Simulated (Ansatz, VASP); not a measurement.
## AlN: VASP beside Ansatz

```xyz
2
Lattice="0.0000 1.9780 1.9780 1.9780 0.0000 1.9780 1.9780 1.9780 0.0000" Properties=species:S:1:pos:R:3 pbc="T T T"
Al    0.0000    0.0000    0.0000
N     1.9780    1.9780    1.9780
```

Alike in both runs: task single point; functional LDA; k mesh 10 × 10 × 10; occupations fermi-dirac, width 0.02 eV; no spin polarisation.

|  | VASP | Ansatz |
| --- | --- | --- |
| version | VASP 6.6.1 | Ansatz 0.2.0 |
| potentials or method | VASP PAW LDA potentials, release 64 (Al, N), cutoff 520 eV | all-electron LAPW, scalar-relativistic |

```csv
,VASP,Ansatz,Ansatz less VASP
gap on the k mesh at the Fermi level (eV),5.07,5.09,+0.021
pressure (GPa),13.2,12.5,-0.78
```

Ansatz ran all-electron here, so the differences hold the error of VASP's frozen core and of both bases.

A k mesh can miss the band edges.
